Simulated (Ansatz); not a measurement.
CdSe:

```xyz
2
Lattice="0.0000 2.8740 2.8740 2.8740 0.0000 2.8740 2.8740 2.8740 0.0000" Properties=species:S:1:pos:R:3 pbc="T T T"
Cd    0.0000    0.0000    0.0000
Se    2.8740    2.8740    2.8740
```

Measurements of this composition are mostly on another form, of space group No. 186.

Base run:

* Program: Ansatz 0.2.0
* Functional: PBEsol
* Potentials or basis: Ansatz PAW
* Cutoff: 420 eV (not typed: the program's choice for these potentials)
* k mesh: 6 × 6 × 6
* Occupations: fermi-dirac, width 0.05 eV
* Spin: spin-orbit coupling, no magnetisation

Its results: band gap on the k mesh none (metal or under the smearing width); pressure -3.8 GPa.

Task: The run is repeated on the same cell with these changes: functional from PBEsol to PBE. What comes out?

Result: Band gap on the k mesh none (metal or under the smearing width); pressure -0.3 GPa.

PBE binds less tightly than PBEsol, so the same cell stands under more pressure.

Caveats: the PAW data sets come from PBE, with cores solved anew for the run's functional, which leaves a small shift of forces and pressure (some runs).
